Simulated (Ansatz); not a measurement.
# Pt: the cost of one run

Computed with Ansatz 0.2.0 (DFT PBEsol, scalar-relativistic, plane waves, PAW, unless a step's input says otherwise).

## Step 1: Starting point

The structure is hexagonal, space group P6_3/mmc (No. 194). Conventional cell: a = 2.761 Å, b = 2.761 Å, c = 4.792 Å, α = 90.00°, β = 90.00°, γ = 120.00°. Around Pt (site symmetry -6m2) lie 12 Pt at 2.76 to 2.88 Å.

As a file:

```
Pt
1.0
     2.76067    0.00000    0.00000
    -1.38033    2.39081    0.00000
     0.00000    0.00000    4.79213
Pt
2
Direct
  0.66667 0.33333 0.75000
  0.33333 0.66667 0.25000
```

The structure comes from the Materials Project (structure only).

## Step 2: One atom moved

What differs from the listed cell: atom 2 (Pt) moved by 0.23 Å.

Input file input.yaml:

```yaml
crystal:
  lattice:
    - [2.7606656158, 0.0, 0.0]
    - [-1.3803328079, 2.3908065546, 0.0]
    - [0.0, 0.0, 4.792134]
  atoms:
    - { symbol: Pt, position: [0.66666667, 0.33333333, 0.75] }
    - { symbol: Pt, position: [0.4148354137, 0.66666667, 0.25] }
basis:
  ecutwfc: 420
kpoints:
  mp_grid: { grid: [15, 15, 8] }
hamiltonian:
  xc: pbesol
scf:
  occupations: { method: gaussian, width: 0.1 }
output:
  forces: true
  stress: true
  eigenvalues: true
  populations: true
```

Started as:

```console
ansatz run input.yaml --threads 1 --pin off --max-ram 1331MiB --backend cpu --events-out ev --progress --plain --runs-dir out
```

Q: Estimate wall time and peak memory on 1 thread of an x86-64 CPU, shared host.

About 8 s, with a peak of 0.58 GiB.
